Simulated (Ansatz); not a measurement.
Input of an Ansatz 0.2.0 run:

File input.yaml:

```yaml
crystal:
  lattice:
    - [2.75137789, 0.0, 0.0]
    - [-1.37568895, 2.38276315, 0.0]
    - [0.0, 0.0, 4.46229]
  atoms:
    - { symbol: Ir, position: [0.66935147, 0.3368738, 0.74829509] }
    - { symbol: Ir, position: [0.33064853, 0.6631262, 0.25170491] }
hamiltonian:
  xc: lda
  pseudopotentials: { kind: paw }
kpoints:
  mp_grid: { grid: [11, 11, 6] }
scf:
  occupations: { method: fermi_dirac, width: 0.05 }
output:
  forces: true
  stress: true
  eigenvalues: true
relax:
  f_tol: 0.01
  max_steps: 40
  cell: { stress_tol: 0.05, p_target: 5.0 }
```

Potentials or basis: Ansatz PAW.

Launch:

```sh
$ ansatz run input.yaml --threads 2 --pin off --max-ram 5632MiB --backend cpu --events-out ev --progress --plain --runs-dir out
```

(1) What does it give for the band gap on the k mesh?

(2) Predict the relaxed cell.

(3) Estimate the relaxed volume.

(4) What does it give for the space group after relaxing (to 0.05 Å)?

Results:

(1) none (metal or under the smearing width).

(2) a = 2.695 Å, b = 2.695 Å, c = 4.370 Å, α = 90.00°, β = 90.00°, γ = 120.00°.

(3) 13.74 Å³/atom.

(4) P6_3/mmc (No. 194).

Caveat: the PAW data sets come from PBE, with cores solved anew for the run's functional, which leaves a small shift of forces and pressure.
